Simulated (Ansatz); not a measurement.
**Ga2O3: properties at the relaxed cell**

One table from this session's results is given with a row withheld; the runs are named, their logs left out.

Program: Ansatz 0.2.0. Level of theory: DFT r2SCAN, scalar-relativistic, plane waves, PAW. These are calculated values, not measurements.

### The system as given

Symmetry: C2/m, No. 12, monoclinic system. Conventional cell: a = 12.256 Å, b = 3.039 Å, c = 5.808 Å, α = 90.00°, β = 103.81°, γ = 90.00°. Ga (site symmetry m) is surrounded by 4 O at 1.83 to 1.87 Å. Ga (site symmetry m) has 6 O at 1.94 to 2.08 Å as nearest neighbours. O (site symmetry m) is surrounded by 3 Ga at 1.83 to 1.94 Å. Around O (site symmetry m) lie 4 Ga at 1.87 to 2.08 Å. O (site symmetry m) has 3 Ga at 1.84 to 1.94 Å as nearest neighbours.

Structure file:

```
CELL_PARAMETERS angstrom
6.12784 -1.51953 0.00253
6.12784 1.51953 0.00253
-1.38838 0.00000 5.63998
ATOMIC_POSITIONS crystal
Ga 0.09052 0.09052 0.79479
Ga 0.90948 0.90948 0.20521
Ga 0.65873 0.65873 0.31448
Ga 0.34127 0.34127 0.68552
O 0.16421 0.16421 0.10916
O 0.83579 0.83579 0.89084
O 0.17334 0.17334 0.56352
O 0.82666 0.82666 0.43648
O 0.49629 0.49629 0.25624
O 0.50371 0.50371 0.74376
```

This cell was relaxed beforehand with the same method: volume 10.50 Å³/atom, gap on the mesh 3.03 eV.

Set-up of the first run:

Contents of input.yaml:

```yaml
crystal:
  lattice:
    - [6.0659399713, -1.5041807308, 0.0025063912]
    - [6.0659399713, 1.5041807308, 0.0025063912]
    - [-1.3743596592, 0.0, 5.5830040056]
  atoms:
    - { symbol: Ga, position: [0.0905209732, 0.0905209732, 0.7947888376] }
    - { symbol: Ga, position: [0.9094790268, 0.9094790268, 0.2052111624] }
    - { symbol: Ga, position: [0.6587278754, 0.6587278754, 0.3144766575] }
    - { symbol: Ga, position: [0.3412721246, 0.3412721246, 0.6855233425] }
    - { symbol: O, position: [0.1642143314, 0.1642143314, 0.1091577322] }
    - { symbol: O, position: [0.8357856686, 0.8357856686, 0.8908422678] }
    - { symbol: O, position: [0.1733419983, 0.1733419983, 0.5635248266] }
    - { symbol: O, position: [0.8266580017, 0.8266580017, 0.4364751734] }
    - { symbol: O, position: [0.4962851434, 0.4962851434, 0.2562373614] }
    - { symbol: O, position: [0.5037148566, 0.5037148566, 0.7437626386] }
basis:
  ecutwfc: 500
kpoints:
  mp_grid: { grid: [8, 8, 4] }
hamiltonian:
  xc: r2scan
scf:
  occupations: { method: gaussian, width: 0.02 }
output:
  forces: true
  stress: true
  eigenvalues: true
relax:
  adjacent_minimum: "off"
  f_tol: 0.01
  max_steps: 30
  cell: { stress_tol: 0.1, fix: [volume] }
```

The run is started by

```bash
ansatz run input.yaml --threads 8 --pin off --max-ram 22528MiB --backend cpu --events-out ev --progress --plain --runs-dir out
```

Among the steps run: The cell scaled to 0.97 of its volume; Volume × 1.03; Point at V/V0 = 0.94; Volume × 1.06.

One of the session's tables, all rows but one given; the rest of the session is left out.

It belongs to the step «Energy against volume». 

| volume (Å³/atom) | energy above the lowest point (meV/atom) | pressure (GPa) | gap on the mesh (eV) |
| --- | --- | --- | --- |
| 9.874 | 23.5 | 12.48 | 3.54 |
| 10.189 | ? | ? | ? |
| 10.504 | 0.0 | 0.00 | 3.03 |
| 10.819 | 5.1 | -5.07 | 2.79 |
| 11.135 | 19.5 | -9.44 | 2.56 |

**Question.** Estimate the row for volume (Å³/atom) = 10.189.

Worked estimate for «energy above the lowest point (meV/atom)». A straight line through the neighbours (9.874, 23.5) and (10.504, 0.0) gives 23.5 + (0.0 − 23.5) × (10.189 − 9.874) / (10.504 − 9.874) = 11.8; a parabola fitted to 3 rows on both sides gives 6.1.

As computed: energy above the lowest point (meV/atom): 5.6; pressure (GPa): 5.84; gap on the mesh (eV): 3.28. In «energy above the lowest point (meV/atom)» the line misses by +6.2 and the parabola by +0.5.
